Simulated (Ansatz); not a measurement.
SiNi, a database entry at a rescaled volume

```yaml
crystal:
  lattice:
    - [3.28655, 0.00000, 0.00000]
    - [0.00000, 3.03868, 0.00000]
    - [0.00000, 0.00000, 4.71648]
  atoms:
    - { symbol: Ni, position: [0.25000, 0.25000, 0.34422] }
    - { symbol: Ni, position: [0.75000, 0.75000, 0.65578] }
    - { symbol: Si, position: [0.25000, 0.25000, 0.84230] }
    - { symbol: Si, position: [0.75000, 0.75000, 0.15770] }
```

The numbers come from plane-wave PAW DFT (Ansatz): r2SCAN, no spin polarisation, 500 eV, 10×11×7 Γ-centred k points, gaussian occupations (width 0.2058 eV). Nothing was relaxed.

Stress: The pressure is -6.9 GPa (compression positive), so with the atoms held at these fractions the cell would first shrink. The principal stresses -7.8, -6.5, -6.4 GPa differ, so its shape would change too.
Electronic structure: It is a metal, with about 0.94 states/eV a cell as the mean within 0.25 eV of the Fermi level, mostly Ni d (50 %) and Si p (33 %).
Charges: Bader charges in e: Si +0.36, Ni -0.36. In the mean Si gives up most and Ni takes most.
Formation energy: -0.40 eV an atom against the elements' usual phases (free molecules for gases, crystals otherwise, with no correction for O₂ or N₂), so it is bound against them; other compounds may still compete. Relaxing would lower it.
Forces: The largest is on Ni2 (and as large on other atoms): 0.18 eV/Å, components (0.00, 0.00, 0.18). It makes 180° with the line to a nearest neighbour, Si4 at 2.35 Å, pointing away from it.

Origin: a database entry at a rescaled volume. Caveats: no spin polarisation, so a magnetic state may lie lower; wide smearing.
